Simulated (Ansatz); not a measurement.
**Phase order of Eu along its cold isotherm**

All-electron LAPW in Ansatz 0.2.0 under PBE, scalar-relativistic, energies extrapolated to zero smearing. Each structure type was compressed from its own relaxed volume, symmetry kept and shape relaxed on PAW files, and E(V) was fitted to energies and pressures; H = E + pV has no temperature or zero-point term. Only these types were tried: sc (Pm-3m, 11×11×11 mesh, 43.05 Å³/atom at rest, 7.2 μB a cell); bcc (Im-3m, 14×14×14 mesh, 42.24 Å³/atom at rest, 7.3 μB a cell); hcp (P6_3/mmc, 12×12×7 mesh, 42.12 Å³/atom at rest, 15.1 μB a cell); fcc (Fm-3m, 12×12×12 mesh, 41.48 Å³/atom at rest, 7.5 μB a cell). The runs start ferromagnetic unless marked 'no spin', and a moment is listed where it survives. Spin–orbit coupling is left out; Fermi–Dirac smearing is 0.05 to 0.1 eV. Enthalpies carry a few meV/atom of noise from meshes and fits.

(1) Which type is lowest at zero pressure, and what follows up to 12 GPa?

## Answers

(1) The lowest types lie within 5 meV/atom of each other over much of the range, too close to call on these meshes: fcc and hcp compete. Enthalpies against fcc:

```csv
p (GPa),sc (meV/atom),bcc (meV/atom),hcp (meV/atom),fcc (meV/atom)
0,434,19,3,0
0.36,437,20,4,0
0.96,439,22,7,0
1.8,438,24,9,0
3.6,429,27,11,0
6,414,28,9,0
9,395,28,1,0
11,385,27,-4,0
```
